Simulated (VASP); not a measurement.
# ScAlN2 (I4_1/amd) in VASP: further runs, part 2 of 2

VASP 6.6.1.

## 4. Single point, PBE

Contents of INCAR:

```
SYSTEM = ScAlN2
PREC = Accurate ; ENCUT = 900
EDIFF = 1E-7 ; ISMEAR = 0
SIGMA = 0.05 ; LREAL = .False.
LASPH = .True. ; NELM = 100
ALGO = Normal ; ISIF = 2
LWAVE = .False. ; LCHARG = .False.
GGA = PE ; NBANDS = 34
ADDGRID = .False.
```

Contents of KPOINTS:

```
regular mesh
0
Gamma
  4 4 4
  0 0 0
```

Contents of POSCAR:

```
ScAlN2
1.0
   -2.1994840000      2.1994840000      4.1986215000
    2.1994840000     -2.1994840000      4.1986215000
    2.1994840000      2.1994840000     -4.1986215000
Sc Al N
2 2 4
Direct
    0.0000000000      0.0000000000      0.0000000000
    0.7500000000      0.2500000000      0.5000000000
    0.5000000000      0.5000000000      0.0000000000
    0.2500000000      0.7500000000      0.5000000000
    0.7375140000      0.7375140000      0.0000000000
    0.0124860000      0.5124860000      0.5000000000
    0.2624860000      0.2624860000      0.0000000000
    0.4875140000      0.9875140000      0.5000000000
```

Run with:

```console
$ cat potpaw_PBE.64/Sc_sv/POTCAR potpaw_PBE.64/Al/POTCAR potpaw_PBE.64/N/POTCAR > POTCAR
$ mpirun -np 1 vasp_std > vasp.out
```

It took 71 s on 1 thread of Intel Xeon 6975P-C (Granite Rapids), shared host; peak memory 0.39 GiB.

These settings aren't checked as converged: the numbers below hold their error.

What came out:

```
Free energy            : -64.8707 eV
Pressure               : 0.2 GPa
Band gap on the k mesh : 0.95 eV, indirect (least direct gap 1.05 eV)
```

Caveat: the k mesh is coarse (spacing up to 0.50 Å⁻¹), so the values aren't converged.

## 5. Single point, PBE

Changes to INCAR since step 4:

```diff
@@ -1,4 +1,4 @@
 SYSTEM = ScAlN2
-PREC = Accurate ; ENCUT = 900
-EDIFF = 1E-7 ; ISMEAR = 0
+PREC = Accurate ; ENCUT = 460
+EDIFF = 1E-7 ; ISMEAR = -5
 SIGMA = 0.05 ; LREAL = .False.
```

Contents of KPOINTS:

```
regular mesh
0
Gamma
  6 6 6
  0 0 0
```

POSCAR is that of step 4.

Run with:

```console
$ cat potpaw_PBE.64/Sc_sv/POTCAR potpaw_PBE.64/Al/POTCAR potpaw_PBE.64/N/POTCAR > POTCAR
$ mpirun -np 1 vasp_std > vasp.out
```

Run time: 52 s. Hardware: 1 thread of Intel Xeon 6975P-C (Granite Rapids), shared host; peak memory 0.26 GiB.

These settings aren't checked as converged: the numbers below hold their error.

Results:

```
Free energy            : -64.8610 eV
Pressure               : -0.6 GPa
Largest force          : 0.003 eV/Å
Band gap on the k mesh : 0.96 eV, indirect (least direct gap 1.05 eV)
```

Caveat: the cutoff is under 1.25 times the usual one of these potentials, so pressure, stress and relaxed cells hold a basis-set (Pulay) error.

## 6. Single point, PBE

Changes to INCAR since step 5:

```diff
@@ -1,4 +1,4 @@
 SYSTEM = ScAlN2
-PREC = Accurate ; ENCUT = 460
-EDIFF = 1E-7 ; ISMEAR = -5
+PREC = Normal ; ENCUT = 520
+EDIFF = 1E-7 ; ISMEAR = 0
 SIGMA = 0.05 ; LREAL = .False.
```

KPOINTS is that of step 5.

POSCAR is that of step 5.

Potentials or basis: VASP PAW PBE potentials, release 64 (Sc_sv, Al, N).

Run with:

```console
$ cat potpaw_PBE.64/Sc_sv/POTCAR potpaw_PBE.64/Al/POTCAR potpaw_PBE.64/N/POTCAR > POTCAR
$ mpirun -np 1 vasp_std > vasp.out
```

OUTCAR:

```text
SYSTEM = ScAlN2
   PREC = Normal
   ENCUT = 520
   EDIFF = 1E-7
   ISMEAR = 0
   LREAL = .False.
   LASPH = .True.
   NELM = 100
   ISIF = 2
   GGA = PE

 Found     30 irreducible k-points:

 Following reciprocal coordinates:
            Coordinates               Weight
  0.000000  0.000000  0.000000      1.000000
  0.166667  0.000000 -0.000000      8.000000
  0.333333  0.000000  0.000000      8.000000
  0.500000 -0.000000  0.000000      4.000000
[... 306 lines left out ...]
  Total        0.0102626      0.0102626      0.0017569      0.0000000     -0.0000000      0.0000000
  in kB        0.2023764      0.2023764      0.0346451      0.0000000     -0.0000000      0.0000000
  external PRESSURE =       0.1464660 kB  Pullay stress =       0.0000000 kB

 VOLUME and BASIS-vectors are now :
 -----------------------------------------------------------------------------
  energy-cutoff  :      520.00
  volume of cell :       81.25
      direct lattice vectors                 reciprocal lattice vectors
    -2.199484000  2.199484000  4.198621500     0.000000000  0.227326046  0.119086705
     2.199484000 -2.199484000  4.198621500     0.227326046  0.000000000  0.119086705
     2.199484000  2.199484000 -4.198621500     0.227326046  0.227326046  0.000000000

 POSITION                                       TOTAL-FORCE (eV/Angst)
 -----------------------------------------------------------------------------------
      0.00000      0.00000      0.00000         0.000000      0.000000     -0.000000
      0.00000      2.19948      2.09931         0.000000      0.000000     -0.000000
      0.00000      0.00000      4.19862         0.000000      0.000000     -0.000000
      2.19948      0.00000      2.09931         0.000000      0.000000     -0.000000
      0.00000      0.00000      6.19308        -0.000000      0.000000      0.002795
      2.19948      0.00000      0.10485         0.000000     -0.000000     -0.002795
      0.00000      0.00000      2.20416        -0.000000      0.000000     -0.002795
      2.19948      0.00000      4.09377         0.000000     -0.000000      0.002795
 -----------------------------------------------------------------------------------
    total drift:                                0.000000     -0.000000     -0.000000

  FREE ENERGIE OF THE ION-ELECTRON SYSTEM (eV)
  ---------------------------------------------------
  free  energy   TOTEN  =       -64.8509017693 eV

  energy  without entropy=      -64.8509017693  energy(sigma->0) =      -64.85090177
```

It took 34 s on 1 thread of Intel Xeon 6975P-C (Granite Rapids), shared host; peak memory 0.21 GiB.

These settings aren't checked as converged: the numbers below hold their error.

What came out:

| Quantity | Value |
| --- | --- |
| Free energy | -64.8509 eV |
| Pressure | 0.0 GPa |
| Band gap on the k mesh | 0.96 eV, indirect (least direct gap 1.05 eV) |

## 7. The reference run

An earlier run on the cell as given: functional PBE; potentials or basis VASP PAW PBE potentials, release 64 (Sc_sv, Al, N); cutoff 520 eV; k mesh 9 × 9 × 9; occupations fermi-dirac, width 0.05 eV; no spin polarisation.

- Pressure: 0.0 GPa
- Band gap on the k mesh: 1.00 eV, indirect (least direct gap 1.05 eV)
